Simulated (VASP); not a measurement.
# Li2O (Fm-3m) in VASP: further runs

Runs on Li2O. Level: r2SCAN. Tasks: single point, relaxation of cell and atoms.

Everything below comes from runs of VASP 6.6.1. Logs are shortened: lines on timing, memory, paths and dates and some standing lists are left out, and cuts for length are marked.

### 1 The structure

Symmetry: Fm-3m, No. 225, cubic system. The conventional cell has a = 4.573 Å, b = 4.573 Å, c = 4.573 Å, α = 90.00°, β = 90.00°, γ = 90.00°. Around Li (site symmetry -43m) lie 4 O at 1.98 Å. Around O (site symmetry m-3m) lie 8 Li at 1.98 Å.

The cell comes from a database or a generator and needn't be the stable form of this composition.

### 2 Single point, r2SCAN

POSCAR reads:

```
Li2O
1.0
    0.0000000000      2.2862725654      2.2862725654
    2.2862725654      0.0000000000      2.2862725654
    2.2862725654      2.2862725654      0.0000000000
Li O
2 1
Direct
    0.7500000000      0.7500000000      0.7500000000
    0.2500000000      0.2500000000      0.2500000000
    0.0000000000      0.0000000000      0.0000000000
```

INCAR.step1 reads:

```
SYSTEM = Li2O
PREC = Accurate ; ENCUT = 520
ISMEAR = 0 ; SIGMA = 0.02
LREAL = .False. ; LASPH = .True.
NELM = 100 ; NBANDS = 13
GGA = PE ; ALGO = Normal
EDIFF = 1E-4 ; LWAVE = .True.
LCHARG = .False.
```

INCAR.step2 reads:

```
SYSTEM = Li2O
PREC = Accurate ; ENCUT = 520
EDIFF = 1E-7 ; ISMEAR = 0
SIGMA = 0.02 ; LREAL = .False.
LASPH = .True. ; NELM = 100
ALGO = Normal ; ISIF = 2
LWAVE = .False. ; LCHARG = .False.
METAGGA = R2SCAN ; LMIXTAU = .True.
NBANDS = 13 ; ISTART = 1
```

KPOINTS reads:

```
regular mesh
0
Gamma
  8 8 8
  0 0 0
```

Potentials or basis: VASP PAW PBE potentials, release 64 (Li_sv, O).

Started as:

```sh
$ cat potpaw_PBE.64/Li_sv/POTCAR potpaw_PBE.64/O/POTCAR > POTCAR
$ cp INCAR.step1 INCAR
$ mpirun -np 1 vasp_std > vasp.out
$ cp INCAR.step2 INCAR
$ mpirun -np 1 vasp_std > vasp.out
```

OUTCAR:

```text
SYSTEM = Li2O
   PREC = Accurate
   ENCUT = 520
   EDIFF = 1E-7
   ISMEAR = 0
   LREAL = .False.
   LASPH = .True.
   NELM = 100
   ISIF = 2
   METAGGA = R2SCAN
   ISTART = 1

 ion  position               nearest neighbor table
   1  0.750  0.750  0.750-   3 1.98   3 1.98   3 1.98   3 1.98   2 2.29   2 2.29   2 2.29   2 2.29
                             2 2.29   2 2.29
   2  0.250  0.250  0.250-   3 1.98   3 1.98   3 1.98   3 1.98   1 2.29   1 2.29   1 2.29   1 2.29
                             1 2.29   1 2.29
   3  0.000  0.000  0.000-   1 1.98   1 1.98   1 1.98   1 1.98   2 1.98   2 1.98   2 1.98   2 1.98

  LATTYP: Found a face centered cubic cell.
 ALAT       =     4.5725451308

  Lattice vectors:

 A1 = (   0.0000000000,   2.2862725654,   2.2862725654)
 A2 = (   2.2862725654,   0.0000000000,   2.2862725654)
 A3 = (   2.2862725654,   2.2862725654,   0.0000000000)

Analysis of symmetry for initial positions (statically):
=====================================================================
 Subroutine PRICEL returns:
 Original cell was already a primitive cell.

 Routine SETGRP: Setting up the symmetry group for a
 face centered cubic supercell.

 Subroutine GETGRP returns: Found 48 space group operations
 (whereof 48 operations were pure point group operations)
 out of a pool of 48 trial point group operations.

The static configuration has the point symmetry O_h .

Analysis of symmetry for dynamics (positions and initial velocities):
=====================================================================
 Subroutine PRICEL returns:
 Original cell was already a primitive cell.

 Routine SETGRP: Setting up the symmetry group for a
 face centered cubic supercell.

 Subroutine GETGRP returns: Found 48 space group operations
 (whereof 48 operations were pure point group operations)
 out of a pool of 48 trial point group operations.

The dynamic configuration has the point symmetry O_h .

 Subroutine INISYM returns: Found 48 space group operations
 (whereof 48 operations are pure point group operations),
 and found     1 'primitive' translations

----------------------------------------------------------------------------------------

                                     Primitive cell

  volume of cell :      23.9009

  direct lattice vectors                    reciprocal lattice vectors
     0.000000000  2.286272565  2.286272565    -0.218696584  0.218696584  0.218696584
     2.286272565  0.000000000  2.286272565     0.218696584 -0.218696584  0.218696584
     2.286272565  2.286272565  0.000000000     0.218696584  0.218696584 -0.218696584
[... 100 lines left out ...]
   EFERMI =   0.00;   METHOD = LEGACY
   ISMEAR =     0;   SIGMA  =   0.02  broadening in eV -4-tet -1-fermi 0-gaus
   EFERMI_NEDOS =   21; number of points for ismear=-14 and -15
   IALGO  =     38    algorithm
   IMIX   =      4    mixing-type and parameters
     AMIX     =   0.40;   BMIX     =  1.00
     AMIX_MAG =   1.60;   BMIX_MAG =  1.00
  volume/ion in A,a.u.               =       7.97        53.76
  Fermi-wavevector in a.u.,A,eV,Ry     =   1.301160  2.458835 23.034886  1.693016
  Thomas-Fermi vector in A             =   2.432311
   LORBIT       =      0    0 simple, 1 ext, 2 COOP (PROOUT), +10 PAW based schemes
   METAGGA = R2SCAN    functional components
   LHFCALC =     F    Hartree Fock is set to
   AEXX    =    0.0000 exact exchange contribution
   IVDW    =     0    specifies the selected vdW correction
   LEPSILON=     F    determine dielectric tensor
   LRPA    =     F    only Hartree local field effects (RPA)
 non-spin polarized calculation
 Gauss-broadening in eV      SIGMA  =   0.02
  energy-cutoff  :      520.00
  volume of cell :       23.90
 maximum number of plane-waves:       660
   NGX = 13   NGY = 13   NGZ = 13

 number of electron      11.9999988 magnetization

 Free energy of the ion-electron system (eV)
  ---------------------------------------------------
  ext. energy  EPLUGINS =         0.00000000
  ---------------------------------------------------
  free energy    TOTEN  =       -16.82933584 eV

  energy without entropy =      -16.82933584  energy(sigma->0) =      -16.82933584

 E-fermi :   1.1877     XC(G=0): -10.4140

 val. band max:        1.1043877471   @ k =   0.0000   0.0000   0.0000
 cond. band min:       6.8298951449   @ k =   0.5000   0.5000   0.0000
 fundamental gap:      5.7255073978
 Fermi energy:         1.1877322329

 k-point     1 :       0.0000    0.0000    0.0000
  band No.  band energies     occupation
      1     -43.1542      2.00000
      2     -42.8025      2.00000
      3     -15.3149      2.00000
      4       1.1044      2.00000
      5       1.1044      2.00000
      6       1.1044      2.00000
      7       7.4535      0.00000
      8      14.3928      0.00000
      9      14.3928      0.00000
     10      14.3931      0.00000
     11      21.6459      0.00000
     12      21.6459      0.00000
     13      21.6463      0.00000
[... 354 lines left out ...]
  band No.  band energies     occupation
      1     -42.9607      2.00000
      2     -42.9600      2.00000
      3     -15.0872      2.00000
      4      -1.3752      2.00000
      5       0.0899      2.00000
      6       0.2760      2.00000
      7       9.9622      0.00000
      8      12.6750      0.00000
      9      15.5173      0.00000
     10      15.9869      0.00000
     11      20.4222      0.00000
     12      20.7979      0.00000
     13      26.1402      0.00000

 [... further k-points ...]

------------------------ aborting loop because EDIFF is reached ----------------------------------------

  FORCE on cell =-STRESS in cart. coord.  units (eV):
  Direction    XX          YY          ZZ          XY          YZ          ZX
  --------------------------------------------------------------------------------------
  -------------------------------------------------------------------------------------
  Total        0.0343572      0.0343572      0.0343572      0.0000000      0.0000000     -0.0000000
  in kB        2.3031098      2.3031098      2.3031098      0.0000000      0.0000000     -0.0000000
  external PRESSURE =       2.3031098 kB  Pullay stress =       0.0000000 kB

 VOLUME and BASIS-vectors are now :
 -----------------------------------------------------------------------------
  energy-cutoff  :      520.00
  volume of cell :       23.90
      direct lattice vectors                 reciprocal lattice vectors
     0.000000000  2.286272565  2.286272565    -0.218696584  0.218696584  0.218696584
     2.286272565  0.000000000  2.286272565     0.218696584 -0.218696584  0.218696584
     2.286272565  2.286272565  0.000000000     0.218696584  0.218696584 -0.218696584

 POSITION                                       TOTAL-FORCE (eV/Angst)
 -----------------------------------------------------------------------------------
      3.42941      3.42941      3.42941        -0.000000     -0.000000     -0.000000
      1.14314      1.14314      1.14314         0.000000      0.000000      0.000000
      0.00000      0.00000      0.00000         0.000000     -0.000000     -0.000000
 -----------------------------------------------------------------------------------
    total drift:                               -0.000000      0.000000      0.000000

  FREE ENERGIE OF THE ION-ELECTRON SYSTEM (eV)
  ---------------------------------------------------
  free  energy   TOTEN  =       -16.8293358378 eV

  energy  without entropy=      -16.8293358378  energy(sigma->0) =      -16.82933584
```

OUTCAR.step1:

```text
SYSTEM = Li2O
   PREC = Accurate
   ENCUT = 520
   ISMEAR = 0
   LREAL = .False.
   LASPH = .True.
   NELM = 100
[... 610 lines left out ...]
      3.42941      3.42941      3.42941        -0.000000     -0.000000     -0.000000
      1.14314      1.14314      1.14314         0.000000      0.000000      0.000000
      0.00000      0.00000      0.00000        -0.000000      0.000000     -0.000000
 -----------------------------------------------------------------------------------
    total drift:                               -0.000000      0.000000      0.000000

  FREE ENERGIE OF THE ION-ELECTRON SYSTEM (eV)
  ---------------------------------------------------
  free  energy   TOTEN  =       -14.3375549824 eV

  energy  without entropy=      -14.3375549824  energy(sigma->0) =      -14.33755498
```

OSZICAR.step1:

```text
N       E                     dE             d eps       ncg     rms          rms(c)
DAV:   1     0.442977753459E+02    0.44298E+02   -0.56368E+03   754   0.980E+02
DAV:   2    -0.105547862037E+02   -0.54853E+02   -0.52575E+02   920   0.221E+02
DAV:   3    -0.160443290486E+02   -0.54895E+01   -0.54324E+01  1350   0.507E+01
DAV:   4    -0.161216985231E+02   -0.77369E-01   -0.77357E-01   891   0.720E+00
DAV:   5    -0.161222275207E+02   -0.52900E-03   -0.52900E-03  1083   0.477E-01    0.751E+00
DAV:   6    -0.143662537485E+02    0.17560E+01   -0.82610E+00   794   0.153E+01    0.278E+00
DAV:   7    -0.143384331545E+02    0.27821E-01   -0.17469E-01   942   0.290E+00    0.150E+00
DAV:   8    -0.143391708184E+02   -0.73766E-03   -0.64782E-02   917   0.245E+00    0.435E-01
DAV:   9    -0.143372079228E+02    0.19629E-02   -0.60048E-03   937   0.618E-01    0.129E-01
DAV:  10    -0.143375721147E+02   -0.36419E-03   -0.81323E-04   884   0.211E-01    0.477E-02
DAV:  11    -0.143375549824E+02    0.17132E-04   -0.34868E-05   607   0.632E-02
   1 F= -.14337555E+02 E0= -.14337555E+02  d E =-.154581E-69
```

Wall time 21 s (1 thread of Intel Xeon Platinum 8488C (Sapphire Rapids), shared host); peak memory 0.13 GiB.

Results:

| Property | Result |
| --- | --- |
| Free energy | -16.8293 eV |
| Band gap on the k mesh | 5.73 eV, indirect (least direct gap 6.35 eV) |

Caveat: the cutoff is under 1.25 times the usual one of these potentials, so pressure, stress and relaxed cells hold a basis-set (Pulay) error; the PAW data sets were made with another functional, which shifts forces and pressure a little. A k mesh can miss the band edges.

### 3 Relaxation of cell and atoms, r2SCAN

This run uses another cell than the first one, of 8.40 Å³/atom, 1.054 times its volume.

POSCAR reads:

```
Li2O
1.0
    0.0000000000      2.3268540000      2.3268540000
    2.3268540000      0.0000000000      2.3268540000
    2.3268540000      2.3268540000      0.0000000000
Li O
2 1
Direct
    0.7500000000      0.7500000000      0.7500000000
    0.2500000000      0.2500000000      0.2500000000
    0.0000000000      0.0000000000      0.0000000000
```

INCAR.step1 reads:

```
SYSTEM = Li2O
ALGO = Normal ; EDIFF = 1E-4
ENCUT = 600 ; GGA = PE
ISMEAR = 0 ; LASPH = .TRUE.
LCHARG = .FALSE. ; LREAL = .FALSE.
LWAVE = .TRUE. ; NELM = 100
PREC = Accurate ; SIGMA = 0.02
```

INCAR.step2 reads:

```
SYSTEM = Li2O
ALGO = Normal ; EDIFF = 1E-6
EDIFFG = -0.02 ; ENCUT = 600
IBRION = 2 ; ISIF = 3
ISMEAR = 0 ; ISTART = 1
LASPH = .TRUE. ; LCHARG = .FALSE.
LMIXTAU = .TRUE. ; LREAL = .FALSE.
LWAVE = .FALSE. ; METAGGA = R2SCAN
NELM = 100 ; NSW = 70
PREC = Accurate ; SIGMA = 0.02
```

KPOINTS reads:

```
k-points
0
G
  8 8 8
  0 0 0
```

Potentials or basis: VASP PAW PBE potentials, release 64 (Li_sv, O).

Started as:

```sh
$ cat potpaw_PBE.64/Li_sv/POTCAR potpaw_PBE.64/O/POTCAR > POTCAR
$ cp INCAR.step1 INCAR
$ mpirun -np 1 vasp_std > vasp.out
$ cp INCAR.step2 INCAR
$ mpirun -np 1 vasp_std > vasp.out
```

It took 72 s on 1 thread of Intel Xeon Platinum 8488C (Sapphire Rapids), shared host; peak memory 0.15 GiB.

The run converged. Its results:

```yaml
Free_energy: -16.8410 eV
Relaxed_volume: 7.94 Å³/atom
Relaxed_cell: a = 3.229 Å, b = 3.229 Å, c = 3.229 Å, α = 60.00°, β = 60.00°, γ = 60.00°
Space_group_after_relaxing_to_0.05_Å: Fm-3m (No. 225)
Energy_gained_by_relaxing: 6.4 meV/atom
Ionic_steps: 3
Pressure_after_relaxing: 0.1 GPa
Band_gap_on_the_k_mesh: 5.74 eV, indirect (least direct gap 6.39 eV)
```

The path:
| step | energy change (eV) | largest force (eV/Å) | pressure (GPa) | volume (Å³) |
| --- | --- | --- | --- | --- |
| 1 | 0.0000 | 0.0000 | -4.78 | 25.20 |
| 2 | -0.0174 | 0.0000 | -1.75 | 24.29 |
| 3 | -0.0193 | 0.0000 | 0.13 | 23.81 |

Final structure:
```cif
data_structure
_symmetry_space_group_name_H-M 'P 1'
_symmetry_Int_Tables_number 1
_cell_length_a 3.2292
_cell_length_b 3.2292
_cell_length_c 3.2292
_cell_angle_alpha 60.000
_cell_angle_beta 60.000
_cell_angle_gamma 60.000
_cell_volume 23.81
loop_
_atom_site_label
_atom_site_type_symbol
_atom_site_fract_x
_atom_site_fract_y
_atom_site_fract_z
_atom_site_occupancy
Li1 Li 0.75000 0.75000 0.75000 1
Li2 Li 0.25000 0.25000 0.25000 1
O1 O 0.00000 0.00000 0.00000 1
```

Levels at points of the mesh, in eV from the valence-band top:
```csv
k point,band 2,band 3,band 4,band 5,band 6,band 7,band 8,band 9,band 10
"(0.00, 0.00, 0.00)",-43.90,-16.42,0.00,0.00,0.00,6.39,13.31,13.31,13.31
"(0.50, 0.00, 0.00)",-44.06,-16.22,-2.80,-0.46,-0.46,10.32,11.24,13.25,13.25
"(0.50, 0.50, 0.00)",-43.99,-16.18,-1.58,-1.44,-1.44,5.74,15.09,15.09,16.53
```

Caveat: the cutoff is under 1.25 times the usual one of these potentials, so pressure, stress and relaxed cells hold a basis-set (Pulay) error; the PAW data sets were made with another functional, which shifts forces and pressure a little. A k mesh can miss the band edges.
